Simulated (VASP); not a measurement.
# MgO (Fm-3m) in VASP: a series of runs

One crystal, MgO, is run at these levels: PBE; tasks: relaxation of cell and atoms.

Program: VASP 6.6.1. These are calculated values, not measurements. Logs are shortened: lines on timing, memory, paths and dates and some standing lists are left out, and cuts for length are marked.

## 1. Starting point

It takes space group Fm-3m (No. 225, cubic). The conventional cell has a = 4.217 Å, b = 4.217 Å, c = 4.217 Å, α = 90.00°, β = 90.00°, γ = 90.00°. Around Mg (site symmetry m-3m) lie 6 O at 2.11 Å. O (site symmetry m-3m) is surrounded by 6 Mg at 2.11 Å.

## 2. Relaxation of cell and atoms, PBE

The input, INCAR:

```
PREC = Accurate
ENCUT = 520
EDIFF = 1E-7
ISMEAR = 0
SIGMA = 0.02
LREAL = False
LASPH = True
NELM = 60
ALGO = Normal
ISIF = 3
LWAVE = False
LCHARG = False
GGA = PE
IBRION = 2
NSW = 80
EDIFFG = -0.002
```

The input, KPOINTS:

```
Automatic mesh
0
Gamma
  2 2 2
```

The input, POSCAR:

```
MgO
1.0
    0.0000000000      2.1085000000      2.1085000000
    2.1085000000      0.0000000000      2.1085000000
    2.1085000000      2.1085000000      0.0000000000
Mg O
1 1
Direct
    0.0000000000      0.0000000000      0.0000000000
    0.5000000000      0.5000000000      0.5000000000
```

Potentials or basis: VASP PAW PBE potentials, release 64 (Mg, O).

Started as:

```console
$ cat potpaw_PBE.64/Mg/POTCAR potpaw_PBE.64/O/POTCAR > POTCAR
$ mpirun -np 1 vasp_std > vasp.out
```

OUTCAR:

```text
PREC = Accurate
   ENCUT = 520
   EDIFF = 1E-7
   ISMEAR = 0
   LREAL = False
   LASPH = True
   NELM = 60
   ISIF = 3
   GGA = PE
   IBRION = 2
   NSW = 80
   EDIFFG = -0.002

 ion  position               nearest neighbor table
   1  0.000  0.000  0.000-   2 2.11   2 2.11   2 2.11   2 2.11   2 2.11   2 2.11
   2  0.500  0.500  0.500-   1 2.11   1 2.11   1 2.11   1 2.11   1 2.11   1 2.11

  LATTYP: Found a face centered cubic cell.
 ALAT       =     4.2170000000

  Lattice vectors:

 A1 = (   0.0000000000,   2.1085000000,   2.1085000000)
 A2 = (   2.1085000000,   0.0000000000,   2.1085000000)
 A3 = (   2.1085000000,   2.1085000000,   0.0000000000)

Analysis of symmetry for initial positions (statically):
=====================================================================
 Subroutine PRICEL returns:
 Original cell was already a primitive cell.

 Routine SETGRP: Setting up the symmetry group for a
 face centered cubic supercell.

 Subroutine GETGRP returns: Found 48 space group operations
 (whereof 48 operations were pure point group operations)
 out of a pool of 48 trial point group operations.

The static configuration has the point symmetry O_h .

Analysis of symmetry for dynamics (positions and initial velocities):
=====================================================================
 Subroutine PRICEL returns:
 Original cell was already a primitive cell.

 Routine SETGRP: Setting up the symmetry group for a
 face centered cubic supercell.

 Subroutine GETGRP returns: Found 48 space group operations
 (whereof 48 operations were pure point group operations)
 out of a pool of 48 trial point group operations.

The dynamic configuration has the point symmetry O_h .

 Subroutine INISYM returns: Found 48 space group operations
 (whereof 48 operations are pure point group operations),
 and found     1 'primitive' translations

----------------------------------------------------------------------------------------

                                     Primitive cell

  volume of cell :      18.7478

  direct lattice vectors                    reciprocal lattice vectors
     0.000000000  2.108500000  2.108500000    -0.237135404  0.237135404  0.237135404
     2.108500000  0.000000000  2.108500000     0.237135404 -0.237135404  0.237135404
     2.108500000  2.108500000  0.000000000     0.237135404  0.237135404 -0.237135404

  length of vectors
     2.981869296  2.981869296  2.981869296     0.410730569  0.410730569  0.410730569

  position of ions in fractional coordinates (direct lattice)
     0.000000000  0.000000000  0.000000000
     0.500000000  0.500000000  0.500000000

  ion indices of the primitive-cell ions
   primitive index   ion index
                 1           1
                 2           2

----------------------------------------------------------------------------------------

 KPOINTS: Automatic mesh

Automatic generation of k-mesh.
 Grid dimensions read from file:
 generate k-points for:    2    2    2

 Generating k-lattice:

  Cartesian coordinates                     Fractional coordinates (reciprocal lattice)
    -0.118567702  0.118567702  0.118567702     0.500000000  0.000000000  0.000000000
     0.118567702 -0.118567702  0.118567702     0.000000000  0.500000000  0.000000000
     0.118567702  0.118567702 -0.118567702     0.000000000  0.000000000  0.500000000

  Length of vectors
     0.205365284  0.205365284  0.205365284

  Shift w.r.t. Gamma in fractional coordinates (k-lattice)
     0.000000000  0.000000000  0.000000000

 Subroutine IBZKPT returns following result:
 ===========================================

 Found      3 irreducible k-points:

 Following reciprocal coordinates:
            Coordinates               Weight
  0.000000  0.000000  0.000000      1.000000
  0.500000  0.000000  0.000000      4.000000
  0.500000  0.500000  0.000000      3.000000
   k-points           NKPTS =      3   k-points in BZ     NKDIM =      3   number of bands    NBANDS=      8
   number of dos      NEDOS =    301   number of ions     NIONS =      2
   total plane-waves  NPLWV =  13824
   dimension x,y,z NGX =    24 NGY =   24 NGZ =   24
   dimension x,y,z NGXF=    48 NGYF=   48 NGZF=   48
   ions per type =               1   1
   NGX,Y,Z   is equivalent  to a cutoff of  13.38, 13.38, 13.38 a.u.
   NGXF,Y,Z  is equivalent  to a cutoff of  26.76, 26.76, 26.76 a.u.
 SYSTEM =  unknown system
   PREC   = accura    normal or accurate (medium, high low for compatibility)
   ISTART =      0    job   : 0-new  1-cont  2-samecut
   ICHARG =      2    charge: 1-file 2-atom 10-const
   ISPIN  =      1    spin polarized calculation?
   LNONCOLLINEAR =      F non collinear calculations
   LSORBIT =      F    spin-orbit coupling
   LASPH  =      T    aspherical Exc in radial PAW
   ENCUT  =  520.0 eV  38.22 Ry    6.18 a.u.   5.54  5.54  5.54*2*pi/ulx,y,z
   NELM   =     60;   NELMIN=  2; NELMDL= -5     # of ELM steps
   EDIFF  = 0.1E-06   stopping-criterion for ELM
   LREAL  =      F    real-space projection
   EDIFFG = -.2E-02   stopping-criterion for IOM
   NSW    =     80    number of steps for IOM
   IBRION =      2    ionic relax: 0-MD 1-quasi-New 2-CG
   NFREE  =      1    steps in history (QN), initial steepest desc. (CG)
   ISIF   =      3    stress and relaxation
   ISYM   =      2    0-nonsym 1-usesym 2-fastsym
   POTIM  = 0.5000    time-step for ionic-motion
   TEBEG  =    0.0;   TEEND  =   0.0 temperature during run
   PSTRESS=    0.0 pullay stress
   NELECT =       8.0000    total number of electrons
   NUPDOWN=      -1.0000    fix difference up-down
   EMIN   =  10.00;   EMAX   =-10.00  energy-range for DOS
   EFERMI =   0.00;   METHOD = LEGACY
   ISMEAR =     0;   SIGMA  =   0.02  broadening in eV -4-tet -1-fermi 0-gaus
   EFERMI_NEDOS =   21; number of points for ismear=-14 and -15
   IALGO  =     38    algorithm
   IMIX   =      4    mixing-type and parameters
     AMIX     =   0.40;   BMIX     =  1.00
     AMIX_MAG =   1.60;   BMIX_MAG =  1.00
  volume/ion in A,a.u.               =       9.37        63.26
  Fermi-wavevector in a.u.,A,eV,Ry     =   1.232503  2.329092 20.668107  1.519063
  Thomas-Fermi vector in A             =   2.367270
   LORBIT       =      0    0 simple, 1 ext, 2 COOP (PROOUT), +10 PAW based schemes
   GGA     = PE    functional components
   LHFCALC =     F    Hartree Fock is set to
   AEXX    =    0.0000 exact exchange contribution
   IVDW    =     0    specifies the selected vdW correction
   LEPSILON=     F    determine dielectric tensor
   LRPA    =     F    only Hartree local field effects (RPA)
 conjugate gradient relaxation of ions
 non-spin polarized calculation
 Gauss-broadening in eV      SIGMA  =   0.02
  energy-cutoff  :      520.00
  volume of cell :       18.75
 maximum number of plane-waves:       531
 NGX is ok and might be reduce to    24
   NGX = 11   NGY = 11   NGZ = 11

--------------------------------------- Ionic step        1  -------------------------------------------

 number of electron       8.0000005 magnetization

 Free energy of the ion-electron system (eV)
  ---------------------------------------------------
  ext. energy  EPLUGINS =         0.00000000
  ---------------------------------------------------
  free energy    TOTEN  =       -11.03492185 eV

  energy without entropy =      -11.03492185  energy(sigma->0) =      -11.03492185

------------------------ aborting loop because EDIFF is reached ----------------------------------------

  FORCE on cell =-STRESS in cart. coord.  units (eV):
  Direction    XX          YY          ZZ          XY          YZ          ZX
  --------------------------------------------------------------------------------------
  -------------------------------------------------------------------------------------
  Total        0.9336658      0.9336658      0.9336658      0.0000000      0.0000000     -0.0000000
  in kB       79.7905095     79.7905095     79.7905095      0.0000000      0.0000000     -0.0000000
  external PRESSURE =      79.7905095 kB  Pullay stress =       0.0000000 kB

 VOLUME and BASIS-vectors are now :
 -----------------------------------------------------------------------------
  energy-cutoff  :      520.00
  volume of cell :       18.75
      direct lattice vectors                 reciprocal lattice vectors
     0.000000000  2.108500000  2.108500000    -0.237135404  0.237135404  0.237135404
     2.108500000  0.000000000  2.108500000     0.237135404 -0.237135404  0.237135404
     2.108500000  2.108500000  0.000000000     0.237135404  0.237135404 -0.237135404
[... 37 lines left out ...]
 POSITION                                       TOTAL-FORCE (eV/Angst)
 -----------------------------------------------------------------------------------
      0.00000      2.15599      2.15599         0.000000      0.000000      0.000000
      2.15599      2.15599      2.15599        -0.000000     -0.000000     -0.000000
 -----------------------------------------------------------------------------------
    total drift:                               -0.000000     -0.000000      0.000000

  FREE ENERGIE OF THE ION-ELECTRON SYSTEM (eV)
  ---------------------------------------------------
  free  energy   TOTEN  =       -11.0550495677 eV

  energy  without entropy=      -11.0550495677  energy(sigma->0) =      -11.05504957

--------------------------------------- Ionic step        3  -------------------------------------------

 number of electron       8.0000000 magnetization

 Free energy of the ion-electron system (eV)
  ---------------------------------------------------
  ext. energy  EPLUGINS =         0.00000000
  ---------------------------------------------------
  free energy    TOTEN  =       -11.05767635 eV

  energy without entropy =      -11.05767635  energy(sigma->0) =      -11.05767635

 E-fermi :   3.4763     XC(G=0): -10.7233

 val. band max:        3.2988146937   @ k =   0.0000   0.0000   0.0000
 cond. band min:       7.2671669927   @ k =   0.0000   0.0000   0.0000
 fundamental gap:      3.9683522990
 Fermi energy:         3.4763350835

 k-point     1 :       0.0000    0.0000    0.0000
  band No.  band energies     occupation
      1     -13.7602      2.00000
      2       3.2988      2.00000
      3       3.2988      2.00000
      4       3.2988      2.00000
      5       7.2672      0.00000
      6      18.3823      0.00000
      7      18.3823      0.00000
      8      18.3823      0.00000

 k-point     2 :       0.5000    0.0000    0.0000
  band No.  band energies     occupation
      1     -12.5524      2.00000
      2      -1.2893      2.00000
      3       2.6744      2.00000
      4       2.6744      2.00000
      5      10.5374      0.00000
      6      15.2039      0.00000
      7      18.6206      0.00000
      8      18.6206      0.00000
[... 31 lines left out ...]
 POSITION                                       TOTAL-FORCE (eV/Angst)
 -----------------------------------------------------------------------------------
      0.00000      0.00000      0.00000         0.000000      0.000000      0.000000
      2.14357      2.14357      2.14357        -0.000000     -0.000000     -0.000000
 -----------------------------------------------------------------------------------
    total drift:                               -0.000000     -0.000000      0.000000

  FREE ENERGIE OF THE ION-ELECTRON SYSTEM (eV)
  ---------------------------------------------------
  free  energy   TOTEN  =       -11.0576763500 eV

  energy  without entropy=      -11.0576763500  energy(sigma->0) =      -11.05767635

 reached required accuracy - stopping structural energy minimisation
```

Run time: 6.3 s. Hardware: 1 thread of AMD EPYC 7R13 (Zen 3), shared host; peak memory 0.11 GiB.

Results:

```
Free energy                            : -11.0577 eV
Relaxed volume                         : 9.85 Å³/atom
Relaxed cell                           : a = 3.031 Å, b = 3.031 Å, c = 3.031 Å, α = 60.00°, β = 60.00°, γ = 60.00°
Space group after relaxing (to 0.05 Å) : Fm-3m (No. 225)
Energy gained by relaxing              : 11.4 meV/atom
Ionic steps                            : 3
Pressure after relaxing                : 0.0 GPa
Band gap on the k mesh                 : 3.97 eV, direct
```

The path:
| step | energy change (eV) | largest force (eV/Å) | pressure (GPa) | volume (Å³) |
| --- | --- | --- | --- | --- |
| 1 | 0.0000 | 0.0000 | 7.98 | 18.75 |
| 2 | -0.0201 | 0.0000 | -2.43 | 20.04 |
| 3 | -0.0228 | 0.0000 | 0.02 | 19.70 |

Final structure:
```
CELL_PARAMETERS angstrom
0.00000 2.14357 2.14357
2.14357 0.00000 2.14357
2.14357 2.14357 0.00000
ATOMIC_POSITIONS crystal
Mg 0.00000 0.00000 0.00000
O 0.50000 0.50000 0.50000
```

Caveat: the k mesh is coarse (spacing up to 1.29 Å⁻¹), so the values aren't converged. Zero-point motion and thermal expansion aren't in these numbers.

[end of part 1 of 2]
